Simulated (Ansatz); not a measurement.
**Deforming Si₂Mo**

```yaml
crystal:
  lattice:
    - [-1.60000, 1.60000, 3.93050]
    - [1.60000, -1.60000, 3.93050]
    - [1.60000, 1.60000, -3.93050]
  atoms:
    - { symbol: Si, position: [0.33300, 0.33300, 0.00000] }
    - { symbol: Si, position: [0.66700, 0.66700, 0.00000] }
    - { symbol: Mo, position: [0.00000, 0.00000, 0.00000] }
```

Atoms are numbered in the order listed.

The cell is COD entry 1010282, as deposited and not checked against the literature; nothing was relaxed. It is an old determination, and later ones may differ.

The calculation used DFT, PBE, all-electron LAPW, scalar-relativistic in Ansatz 0.2.0.

Sampling and basis: a Γ-centred 12×12×16 k mesh, Fermi–Dirac smearing of 0.03 eV, basis error target 1 meV/atom, no spin polarisation; this mesh doesn't keep the crystal's whole symmetry, which leaves small spurious terms.

The unchanged cell is at 2.26 GPa.

In a metal, stresses and small energies carry noise from the k mesh.

x, y and z are the Cartesian axes of the cell as listed; fractional coordinates follow a strain, and an engineering shear is twice the off-diagonal strain component.

Q: With this change (equal xy, yz and zx engineering shear strains of -2 %), what becomes of the energy and stress and forces?

A: Energy change +10 meV/atom; stress change (xx, yy, zz, yz, xz, xy) 0.35, 0.35, 0.23, 4.22, 4.22, 4.07 GPa, compression positive; change of the force on Si2 (0.033, 0.033, 0.005) eV/Å.

With equal xy, yz and zx engineering shear strains of +1 %: energy change +2 meV/atom; stress change (xx, yy, zz, yz, xz, xy) 0.08, 0.08, 0.06, -1.98, -1.98, -1.93 GPa, compression positive.

Q: With this change (equal xy, yz and zx engineering shear strains of +3 %), what becomes of the energy and stress and forces?

A: Energy change +22 meV/atom; stress change (xx, yy, zz, yz, xz, xy) 0.70, 0.70, 0.51, -5.69, -5.69, -5.49 GPa, compression positive; change of the force on Si2 (-0.015, -0.015, 0.020) eV/Å.

Q: With this change (equal xy, yz and zx engineering shear strains of -3 %), what becomes of the energy and stress and forces?

A: Energy change +24 meV/atom; stress change (xx, yy, zz, yz, xz, xy) 0.78, 0.78, 0.54, 6.46, 6.46, 6.24 GPa, compression positive; change of the force on Si1 (-0.058, -0.058, -0.016) eV/Å.

Q: With this change (equal xy, yz and zx engineering shear strains of -1 %), what becomes of the energy and stress and forces?

A: Energy change +3 meV/atom; stress change (xx, yy, zz, yz, xz, xy) 0.09, 0.09, 0.05, 2.07, 2.07, 2.00 GPa, compression positive; change of the force on Si1 (-0.014, -0.014, 0.000) eV/Å.

With equal xy, yz and zx engineering shear strains of +2 %: energy change +10 meV/atom; stress change (xx, yy, zz, yz, xz, xy) 0.31, 0.31, 0.24, -3.88, -3.88, -3.76 GPa, compression positive; change of the force on Si1 (0.014, 0.014, -0.011) eV/Å.
